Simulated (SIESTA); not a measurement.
Input of a SIESTA 5.4.2 run:

PtSe2.fdf

```
SystemName                      Sudovikovite
SystemLabel                     PtSe2
NumberOfSpecies                 2
NumberOfAtoms                   3
%block ChemicalSpeciesLabel
  1  78 Pt
  2  34 Se
%endblock ChemicalSpeciesLabel

LatticeConstant                 1.0 Ang
%block LatticeVectors
     3.7240000000     0.0000000000     0.0000000000
    -1.8620000000     3.2250786037     0.0000000000
     0.0000000000     0.0000000000     5.0620000000
%endblock LatticeVectors
AtomicCoordinatesFormat         Fractional
%block AtomicCoordinatesAndAtomicSpecies
     0.0000000000     0.0000000000     0.0000000000  1  Pt
     0.6666666667     0.3333333333     0.7500000000  2  Se
     0.3333333333     0.6666666667     0.2500000000  2  Se
%endblock AtomicCoordinatesAndAtomicSpecies

%block kgrid.MonkhorstPack
    8   0   0  0.0
    0   8   0  0.0
    0   0   5  0.0
%endblock kgrid.MonkhorstPack
XC.Functional                   GGA
XC.Authors                      AM05
PAO.BasisSize                   DZP
PAO.EnergyShift                 0.003 Ry
Mesh.Cutoff                     800 Ry
OccupationFunction              FD
ElectronicTemperature           0.05 eV
MaxSCFIterations                120
SCF.MustConverge                false
SCF.Mixer.Method                Pulay
SCF.Mixer.Weight                0.25
SCF.Mixer.History               8
SCF.DM.Tolerance                5.0e-05
SCF.H.Tolerance                 1.0e-03 eV
WriteForces                     true
Charge.Mulliken                 end
BandLinesScale                  ReciprocalLatticeVectors
%block BandLines
    1    0.000000   0.000000   0.000000  \Gamma
   11    0.500000   0.000000   0.000000  M
    6    0.333333   0.333333   0.000000  K
   13    0.000000   0.000000   0.000000  \Gamma
    7    0.000000   0.000000   0.500000  A
   11    0.500000   0.000000   0.500000  L
    6    0.333333   0.333333   0.500000  H
   13    0.000000   0.000000   0.500000  A
    1    0.500000   0.000000   0.500000  L
    7    0.500000   0.000000   0.000000  M
    1    0.333333   0.333333   0.000000  K
    7    0.333333   0.333333   0.500000  H
%endblock BandLines
%block PAO.Basis
  Pt 5
  n=5 0 2
    2.732 0.000
  n=6 0 2
    7.268 0.000
  n=5 1 2
    3.260 0.000
  n=6 1 1
    7.268
  n=5 2 2
    5.669 0.000
  Se 4
  n=4 0 2
    5.129 0.000
  n=4 1 2
    6.695 0.000
  n=3 2 2
    2.662 0.000
  n=4 2 1
    6.695
%endblock PAO.Basis
```

Potentials or basis: PseudoDojo 0.4 standard (PBEsol files), DZP (energy shift 0.003 Ry; two zetas on semicore shells).

Launch:

```sh
$ siesta < PtSe2.fdf > PtSe2.out 2>&1
```

(1) Estimate the largest force.

(2) Predict the band gap on the k mesh.

## Answers

(1) 0.775 eV/Å.

(2) none (metal or under the smearing width).

Caveat: the potentials were made for another functional, which shifts forces and pressure; spin-orbit coupling is left out, which moves the levels of the heavy elements; the basis of atomic orbitals isn't converged, which shifts pressures, moduli and gaps.
